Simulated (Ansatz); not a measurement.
## Li: stiffness from a series of strains

```yaml
crystal:
  lattice:
    - [0.00000, 2.20200, 2.20200]
    - [2.20200, 0.00000, 2.20200]
    - [2.20200, 2.20200, 0.00000]
  atoms:
    - { symbol: Li, position: [0.00000, 0.00000, 0.00000] }
```

Conventional cell: a = 4.404 Å, b = 4.404 Å, c = 4.404 Å, α = 90.00°, β = 90.00°, γ = 90.00°. Li (atom 1) has 12 Li at 3.11 Å as nearest neighbours.

The cell is COD entry 9008473, as deposited and not checked against the literature; nothing was relaxed.

These are results of DFT, PBE, all-electron LAPW, scalar-relativistic in Ansatz 0.2.0, not measurements.

The runs use a Γ-centred 13×13×13 k mesh, Fermi–Dirac smearing of 0.08 eV, basis error target 0.25 meV/atom, no spin polarisation.

The strain is applied along the Cartesian axes of the cell as listed (the other components stay zero). Fractional coordinates are held (clamped ions).

σ is the change of stress from the unstrained cell, which is at -0.67 GPa; tension is positive, so slopes are stress–strain coefficients at that pressure. In a metal the k mesh adds noise.

Only quantities that a quadratic follows smoothly over the whole series are listed; rougher ones are left out.

```csv
εxx = εyy,σzz (GPa),σxx (GPa)
-0.0300,-0.76,-0.79
-0.0200,-0.49,-0.50
-0.0100,-0.24,-0.24
0.0000,0.00,0.00
0.0200,0.42,0.43
0.0300,0.60,0.62
```

Task: Fit the series and read off the stiffness at zero strain.

Result: Least-squares fits y = p0 + p1 x + p2 x² to the rows give σzz (GPa): p1 = 22.7, p2 = -87; σxx (GPa): p1 = 23.4, p2 = -97. So 2 C12 = 23 GPa and C11 + C12 = 23 GPa.

Task: One run, at εxx = εyy = 0.0100, is withheld. Predict its row.

Result: The fits give 0.22, 0.23; the run gave 0.22, 0.22.
